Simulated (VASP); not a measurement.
# MgS: forms and broadenings of the independent-particle spectrum

MgS, F-43m (no. 216), 2 atoms in the cell. PBE, independent-particle dielectric function; PAW potentials S, Mg (PBE set).

## Input

INCAR.step1:
```
  EDIFF = 1E-8
  ENCUT = 300
  ISMEAR = 0
  KPAR = 4
  LASPH = T
  LCHARG = F
  LEPSILON = T
  LWAVE = F
  PREC = Accurate
  SIGMA = 0.02
```

INCAR.step2, as INCAR.step1 but for:
```
- LEPSILON = T
- LWAVE = F
+ LWAVE = T
+ NBANDS = 36
```

INCAR.step3:
```
  ALGO = None
  CSHIFT = 0.1
  EDIFF = 1E-7
  ENCUT = 300
  ISMEAR = 0
  ISTART = 1
  KPAR = 4
  LASPH = T
  LCHARG = F
  LOPTICS = T
  LWAVE = F
  NBANDS = 36
  NEDOS = 2000
  NELM = 1
  PREC = Accurate
  SIGMA = 0.02
```

INCAR.step4, as INCAR.step3 but for:
```
+ LNABLA = T
```

INCAR.step5, as INCAR.step4 but for:
```
- LNABLA = T
+ IPEAD = 2
+ LPEAD = T
```

INCAR.step6, as INCAR.step5 but for:
```
- IPEAD = 2
+ IPEAD = 1
```

INCAR.step7 changes the same tag again: IPEAD = 4.

INCAR.step8, as INCAR.step7 but for:
```
- CSHIFT = 0.1
- IPEAD = 4
- LPEAD = T
+ CSHIFT = 0.03
```

INCAR.step9, as INCAR.step8 but for:
```
- CSHIFT = 0.03
+ CSHIFT = 0.2
```

INCAR.step10 changes the same tag again: CSHIFT = 0.5.

INCAR.step11, as INCAR.step10 but for:
```
- CSHIFT = 0.5
- ISMEAR = 0
+ CSHIFT = 0.1
+ ISMEAR = -5
```

INCAR.step12, as INCAR.step11 but for:
```
- ISMEAR = -5
- SIGMA = 0.02
+ ISMEAR = 0
+ SIGMA = 0.2
```

INCAR.step13, as INCAR.step12 but for:
```
- SIGMA = 0.2
+ OMEGAMAX = 12
+ SIGMA = 0.02
```

INCAR.step14, as INCAR.step13 but for:
```
- OMEGAMAX = 12
+ OMEGAMAX = 60
```

KPOINTS:
```
k-points
0
Gamma
  12 12 12
```

POSCAR:
```
MgS
1.0
    0.0000000000      2.8331200468      2.8331200468
    2.8331200468      0.0000000000      2.8331200468
    2.8331200468      2.8331200468      0.0000000000
S Mg
1 1
Direct
    0.2500000000      0.2500000000      0.2500000000
    0.0000000000      0.0000000000      0.0000000000
```

Commands (each step's output is kept before the next begins):
```
cat potpaw_PBE.64/S/POTCAR potpaw_PBE.64/Mg/POTCAR > POTCAR
cp INCAR.step1 INCAR
mpirun -np 4 vasp_std > vasp.out
rm WAVECAR CHG
cp INCAR.step2 INCAR
mpirun -np 4 vasp_std > vasp.out
cp INCAR.step3 INCAR
mpirun -np 4 vasp_std > vasp.out
cp INCAR.step4 INCAR
mpirun -np 4 vasp_std > vasp.out
cp INCAR.step5 INCAR
mpirun -np 4 vasp_std > vasp.out
cp INCAR.step6 INCAR
mpirun -np 4 vasp_std > vasp.out
cp INCAR.step7 INCAR
mpirun -np 4 vasp_std > vasp.out
cp INCAR.step8 INCAR
mpirun -np 4 vasp_std > vasp.out
cp INCAR.step9 INCAR
mpirun -np 4 vasp_std > vasp.out
cp INCAR.step10 INCAR
mpirun -np 4 vasp_std > vasp.out
cp INCAR.step11 INCAR
mpirun -np 4 vasp_std > vasp.out
cp INCAR.step12 INCAR
mpirun -np 4 vasp_std > vasp.out
cp INCAR.step13 INCAR
mpirun -np 4 vasp_std > vasp.out
cp INCAR.step14 INCAR
mpirun -np 4 vasp_std > vasp.out
```

## Result

- Direct gap on the mesh (eV): 3.45
- Gap on the mesh (eV): 3.45
- Bands: 36

One ground state, settings moved in the last step alone:

| Settings | ε at zero frequency | Mean energy of the absorption, weighted by Im ε (eV) | Time (s) |
|---|---|---|---|
| longitudinal form, CSHIFT 0.1 | 4.44 | 7.42 | 4 |
| transversal form (LNABLA) | 4.99 | 7.54 | 3 |
| finite differences (LPEAD), order 2 | 4.44 | 7.43 | 5 |
| finite differences (LPEAD), order 1 | 4.38 | 7.48 | 4 |
| finite differences (LPEAD), order 4 | 4.44 | 7.42 | 6 |
| CSHIFT 0.03 | 4.44 | 7.44 | 2 |
| CSHIFT 0.2 | 4.44 | 7.41 | 2 |
| CSHIFT 0.5 | 4.42 | 7.37 | 3 |
| tetrahedron method | 4.42 | 7.46 | 3 |
| SIGMA 0.2 | 4.44 | 7.42 | 2 |
| OMEGAMAX 12, which cuts the spectrum short | 4.28 | 7.41 | 2 |
| OMEGAMAX 60 | 4.44 | 7.42 | 3 |

The mean energy covers the spectrum up to 12 eV.

On the same mesh, density-functional perturbation theory with local fields gives ε = 4.02.

VASP 6.6.1 took 138 s on 4 cores (Intel Xeon Platinum 8259CL @ 2.50GHz (Skylake/Cascade Lake)), a shared host.
